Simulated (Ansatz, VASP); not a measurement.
**C: VASP beside Ansatz**

File INCAR:

```
SYSTEM = C
ALGO = Normal
EDIFF = 1E-7
ENCUT = 520
GGA = PE
ISIF = 2
ISMEAR = 0
LASPH = .TRUE.
LCHARG = .TRUE.
LELF = .TRUE.
LREAL = .FALSE.
LVHAR = .TRUE.
LWAVE = .FALSE.
NBANDS = 11
NELM = 100
PREC = Accurate
SIGMA = 0.02
```

KPOINTS

```
k-points
0
G
  12 12 12
  0 0 0
```

The input POSCAR:

```
C
1.0
    0.0000000000      1.7268305520      1.7268305520
    1.7268305520      0.0000000000      1.7268305520
    1.7268305520      1.7268305520      0.0000000000
C
2
Direct
    0.5000000000      0.5000000000      0.5000000000
    0.7500000000      0.7500000000      0.7500000000
```

Input for Ansatz:

```yaml
crystal:
  lattice:
    - [0.0, 1.726830552, 1.726830552]
    - [1.726830552, 0.0, 1.726830552]
    - [1.726830552, 1.726830552, 0.0]
  atoms:
    - { symbol: C, position: [0.5, 0.5, 0.5] }
    - { symbol: C, position: [0.75, 0.75, 0.75] }
basis:
  ecutwfc: 420
kpoints:
  mp_grid: { grid: [12, 12, 12] }
hamiltonian:
  xc: pbe
scf:
  occupations: { method: gaussian, width: 0.02 }
output:
  forces: true
  stress: true
  eigenvalues: true
  populations: true
```

Alike in both runs: task single point; functional PBE; k mesh 12 × 12 × 12; occupations gaussian, width 0.02 eV; no spin polarisation.

|  | VASP | Ansatz |
| --- | --- | --- |
| version | VASP 6.6.1 | Ansatz 0.2.0 |
| potentials or method | VASP PAW PBE potentials, release 64 (C) | scalar-relativistic, plane waves, PAW |
| plane-wave cutoff (eV) | 520 | 420 |
| valence electrons in the cell | 8 | 8 |

```csv
,VASP,Ansatz,Ansatz less VASP
gap on the k mesh at the Fermi level (eV),4.38,4.39,+0.010
least direct gap on the mesh (eV),5.86,5.86,+0.007
pressure (GPa),53.5,52.5,-1.10
```

Caveats: so large a pressure means that the cell lies far from this level's equilibrium, or that cutoff or potentials fall short (VASP).
